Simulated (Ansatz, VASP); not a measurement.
MgI2 in VASP and in Ansatz

```
CELL_PARAMETERS angstrom
4.25161 0.00000 0.00000
-2.12581 3.68200 0.00000
0.00000 0.00000 7.89418
ATOMIC_POSITIONS crystal
Mg 0.00000 0.00000 0.00000
I 0.33333 0.66667 0.78203
I 0.66667 0.33333 0.21797
```

Alike in both runs: task single point; functional PBE; k mesh 6 × 6 × 4; occupations gaussian, width 0.05 eV; no spin polarisation.

```csv
,VASP,Ansatz
version,VASP 6.6.1,Ansatz 0.2.0
potentials or method,"VASP PAW PBE potentials, release 64 (Mg, I)","scalar-relativistic, plane waves, PAW"
plane-wave cutoff (eV),520,520
valence electrons in the cell,16,44
```

Ansatz gave:

```
gap on the k mesh at the Fermi level (eV)       : 3.52
least direct gap on the mesh (eV)               : 3.53
pressure (GPa)                                  : -1.1
largest component of the traceless stress (GPa) : 0.18
rms of the force components (eV/Å)              : 0.131
```

Q: Which values does VASP return?

A: gap on the k mesh at the Fermi level (eV): 3.50; least direct gap on the mesh (eV): 3.52; pressure (GPa): -1.1; largest component of the traceless stress (GPa): 0.17; rms of the force components (eV/Å): 0.135.

Atom by atom the forces differ by 0.005 eV/Å (rms over components). With one functional, cell and mesh, what is left measures potentials, basis and numerics. The two sets of potentials don't hold the same shells in valence.

Caveats: spin-orbit coupling is left out, which moves the levels of the heavy elements; this functional lacks dispersion, which binds the layers, so the pressure and a relaxed spacing across them are unreliable. A k mesh can miss the band edges.
